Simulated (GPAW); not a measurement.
Wanted: an ASE script for a GPAW 26.7.0 run.

```yaml
Task: single point
Functional: PBEsol
Potentials_or_basis: PAW data sets generated in the run's folder for this functional
Cutoff: 500 eV
Basis: pw
k_mesh: 8 × 8 × 8
Occupations: fermi-dirac, width 0.05 eV
Spin: no spin polarisation
Maxiter: 120
Convergence: default
```

Crystal: Sn.

```xyz
1
Lattice="-1.8947 1.8947 1.8947 1.8947 -1.8947 1.8947 1.8947 1.8947 -1.8947" Properties=species:S:1:pos:R:3 pbc="T T T"
Sn    0.0000    0.0000    0.0000
```

This isn't the form of Sn at room conditions, which is tetragonal (white tin).

These files were run (other wordings do the same):

run.py

```python
from ase.dft.bandgap import bandgap
from ase.io import write
from ase.spacegroup import crystal
from ase.units import GPa
from gpaw import GPAW, PW, setup_paths

setup_paths.insert(0, '.')

# Sn 2a
atoms = crystal(['Sn'],
                basis=[[0.0, 0.0, 0.0]],
                spacegroup=229, setting=1,  # Im-3m
                cellpar=[3.78930364, 3.78930364, 3.78930364, 90.0, 90.0, 90.0],
                primitive_cell=True)

calc = GPAW(mode=PW(500),
            xc='PBEsol',
            kpts={'size': (8, 8, 8), 'gamma': True},
            occupations={'name': 'fermi-dirac', 'width': 0.05},
            nbands=14,
            maxiter=120,
            txt='gpaw.txt')
atoms.calc = calc
energy = atoms.get_potential_energy()
forces = atoms.get_forces()
stress = atoms.get_stress()
calc.write('gs.gpw')
write('result.traj', atoms)
print(f'Energy: {energy:.6f} eV')
print('Forces (eV/A):')
print(forces.round(4))
print('Stress (GPa):', (stress / GPa).round(3))
print('Fermi level:', round(calc.get_fermi_level(), 4), 'eV')
print(f'Gap: {bandgap(calc)[0]:.4f} eV, direct: {bandgap(calc, direct=True)[0]:.4f} eV')
```

Potentials or basis: PAW data sets generated in the run's folder for this functional, pw.

Launch:

```console
$ gpaw-setup -f PBEsol Sn
$ OMP_NUM_THREADS=1 python run.py
```

Results of the run:

* Pressure: -2.5 GPa
* Band gap on the k mesh: none (metal or under the smearing width)

Caveat: the cutoff is short for stress and forces, so pressures can be off by a GPa or more.

It took 13 s on 1 thread of Arm Neoverse N1 (shared host), peak memory 0.13 GiB.
